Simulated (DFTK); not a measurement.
**Ag under changes of volume**

One of the cells (17.048 Å³/atom); the others are scaled copies at fixed shape and fractional positions:

```
Ag
1.0
     0.00000    2.04275    2.04275
     2.04275    0.00000    2.04275
     2.04275    2.04275    0.00000
Ag
1
Direct
  0.00000 0.00000 0.00000
```

```yaml
Program: DFTK 0.8.2
Functional: PBEsol
Potentials_or_basis: dojo.nc.sr.pbesol.v0_4_1.standard.upf (PBEsol)
Cutoff: 1116 eV
k_mesh: 11 × 11 × 11
Occupations: fermi-dirac, width 0.05 eV
Spin: no spin polarisation
```

```csv
volume (Å³/atom),energy over the lowest point (meV/atom),pressure (GPa)
16.025,?,?
16.366,1.08,1.7
16.707,0.00,-0.9
17.048,4.04,-3.1
17.389,12.49,-5.0
17.730,24.75,-6.7
18.071,40.23,-8.1
```

Task: What does the run at 16.025 Å³/atom give?

Result: Energy over the lowest point 8.01 meV/atom; pressure 4.6 GPa.

Worked out: A Birch-Murnaghan fit of order 3 (a polynomial in V^(-2/3)) to the other rows has its minimum at 16.60 Å³/atom with B0 = V·E''(V) = 123 GPa and B' = 6.2. It gives 8.11 meV/atom at 16.025 Å³/atom, against the run's 8.01, and -dE/dV = 4.8 GPa, against 4.6.

Energies are extrapolated to zero smearing.
